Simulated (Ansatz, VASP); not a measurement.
# BN in VASP and in Ansatz

The input INCAR:

```
PREC = Accurate
ENCUT = 520
EDIFF = 1E-6
ISMEAR = 0
SIGMA = 0.02
LREAL = False
LASPH = True
NELM = 80
ALGO = Normal
ISIF = 2
LWAVE = False
LCHARG = True
GGA = PE
LELF = True
LVHAR = True
NBANDS = 11
```

File KPOINTS:

```
Automatic mesh
0
Gamma
  12 12 12
```

File POSCAR:

```
BN
1.0
    0.0000000000      1.7940407095      1.7940407095
    1.7940407095      0.0000000000      1.7940407095
    1.7940407095      1.7940407095      0.0000000000
B N
1 1
Direct
    0.0000000000      0.0000000000      0.0000000000
    0.7500000000      0.7500000000      0.7500000000
```

Input for Ansatz:

```yaml
crystal:
  lattice:
    - [0.0, 1.7940407095, 1.7940407095]
    - [1.7940407095, 0.0, 1.7940407095]
    - [1.7940407095, 1.7940407095, 0.0]
  atoms:
    - { symbol: B, position: [0.0, 0.0, 0.0] }
    - { symbol: "N", position: [0.75, 0.75, 0.75] }
basis:
  ecutwfc: 420
kpoints:
  mp_grid: { grid: [12, 12, 12] }
hamiltonian:
  xc: pbe
scf:
  occupations: { method: gaussian, width: 0.02 }
output:
  forces: true
  stress: true
  eigenvalues: true
```

Alike in both runs: task single point; functional PBE; k mesh 12 × 12 × 12; occupations gaussian, width 0.02 eV; no spin polarisation.

|  | VASP | Ansatz |
| --- | --- | --- |
| version | VASP 6.6.1 | Ansatz 0.2.0 |
| potentials or method | VASP PAW PBE potentials, release 64 (B, N) | scalar-relativistic, plane waves, PAW |
| plane-wave cutoff (eV) | 520 | 420 |
| valence electrons in the cell | 8 | 8 |

Ansatz gave:

| Quantity | Value |
| --- | --- |
| gap on the k mesh at the Fermi level (eV) | 4.49 |
| least direct gap on the mesh (eV) | 8.94 |
| pressure (GPa) | 12.0 |

**Question.** Which values does VASP return?

**Answer.** gap on the k mesh at the Fermi level (eV): 4.48; least direct gap on the mesh (eV): 8.93; pressure (GPa): 12.3.

A k mesh can miss the band edges.
